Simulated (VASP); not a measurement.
SbSe: relaxation of cell and atoms with PBE

SbSe:

```
Sb Se
1.0
     0.00000    2.99837    2.99837
     2.99837    0.00000    2.99837
     2.99837    2.99837    0.00000
Sb Se
1 1
Direct
  0.00000 0.00000 0.00000
  0.50000 0.50000 0.50000
```

The cell comes from a database or a generator and needn't be the stable form of this composition.

```yaml
Program: VASP 6.6.1
Task: relaxation of cell and atoms
Functional: PBE
Potentials_or_basis: VASP PAW PBE potentials, release 64 (Sb, Se)
Cutoff: 600 eV
k_mesh: 12 × 12 × 12
Occupations: gaussian, width 0.1 eV
Spin: no spin polarisation
Dipole_correction: no
Further_INCAR_settings: ALGO = Normal; EDIFF = 1e-06; IBRION = 2; EDIFFG = -0.005; NSW = 100; ISIF = 3
```

The relaxed volume is 26.92 Å³/atom. The relaxed cell is a = 4.238 Å, b = 4.238 Å, c = 4.238 Å, α = 60.00°, β = 60.00°, γ = 60.00°. The space group after relaxing (to 0.05 Å) is Fm-3m (No. 225), the energy gained by relaxing is 0.0 meV/atom and the ionic steps are 2. The pressure after relaxing is 0.0 GPa. The band gap on the k mesh is none (metal or under the smearing width).

Final structure:
```
CELL_PARAMETERS angstrom
0.00000 2.99689 2.99689
2.99689 0.00000 2.99689
2.99689 2.99689 0.00000
ATOMIC_POSITIONS crystal
Sb 0.00000 0.00000 0.00000
Se 0.50000 0.50000 0.50000
```

Levels at points of the mesh, in eV from the Fermi level:
```csv
k point,band 3,band 4,band 5,band 6,band 7,band 8
"(0.00, 0.00, 0.00)",-2.96,-2.96,-2.96,2.53,2.53,2.53
"(0.50, 0.00, 0.00)",-2.55,-2.55,-1.23,-0.91,-0.43,-0.43
"(0.50, 0.50, 0.00)",-6.32,-4.49,-4.49,2.37,3.77,3.77
```

Wall time 19 s on 1 thread of Intel(R) Xeon(R) 6975P-C (Granite Rapids), with other jobs on the host, peak memory 0.24 GiB.

Spin-orbit coupling is left out, which matters for the levels of Sb.
